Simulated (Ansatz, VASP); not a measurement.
# Two plane-wave programs on Pt

Contents of INCAR:

```
SYSTEM = Pt
PREC = Accurate
ENCUT = 520
EDIFF = 1E-7
ISMEAR = -1
SIGMA = 0.05
LREAL = .FALSE.
LASPH = .TRUE.
NELM = 100
ALGO = Normal
ISIF = 2
LWAVE = .FALSE.
LCHARG = .FALSE.
GGA = PS
NBANDS = 11
```

KPOINTS

```
regular mesh
0
G
  12 12 12
  0 0 0
```

Contents of POSCAR:

```
Pt
1.0
    0.0000000000      1.9208704006      1.9208704006
    1.9208704006      0.0000000000      1.9208704006
    1.9208704006      1.9208704006      0.0000000000
Pt
1
Direct
    0.0000000000      0.0000000000      0.0000000000
```

File input.yaml:

```yaml
crystal:
  lattice:
    - [0.0, 1.9208704006, 1.9208704006]
    - [1.9208704006, 0.0, 1.9208704006]
    - [1.9208704006, 1.9208704006, 0.0]
  atoms:
    - { symbol: Pt, position: [0.0, 0.0, 0.0] }
hamiltonian:
  xc: pbesol
  pseudopotentials: { kind: paw }
kpoints:
  mp_grid: { grid: [12, 12, 12] }
scf:
  occupations: { method: fermi_dirac, width: 0.05 }
output:
  forces: true
  stress: true
  eigenvalues: true
```

Change from the starting cell: volume scaled by 0.94.

Alike in both runs: task single point; functional PBEsol; k mesh 12 × 12 × 12; occupations fermi-dirac, width 0.05 eV; no spin polarisation.

|  | VASP | Ansatz |
| --- | --- | --- |
| version | VASP 6.6.1 | Ansatz 0.2.0 |
| potentials or method | VASP PAW PBE potentials, release 64 (Pt) | Ansatz PAW |
| plane-wave cutoff (eV) | 520 | 420 |
| valence electrons in the cell | 10 | 18 |

Ansatz gave:

- gap on the k mesh at the Fermi level (eV): none
- pressure (GPa): 20.0

Q: Which values does VASP return?

A: gap on the k mesh at the Fermi level (eV): none; pressure (GPa): 19.6.

A gap of «none» marks a metal or a gap that the smearing closes. The two sets of potentials don't hold the same shells in valence.

Caveats: the PAW data sets were made with another functional, which shifts forces and pressure a little (VASP); the PAW data sets come from PBE, with cores solved anew for the run's functional, which leaves a small shift of forces and pressure (Ansatz). The runs have no spin-orbit coupling, so splittings on Pt are missing.
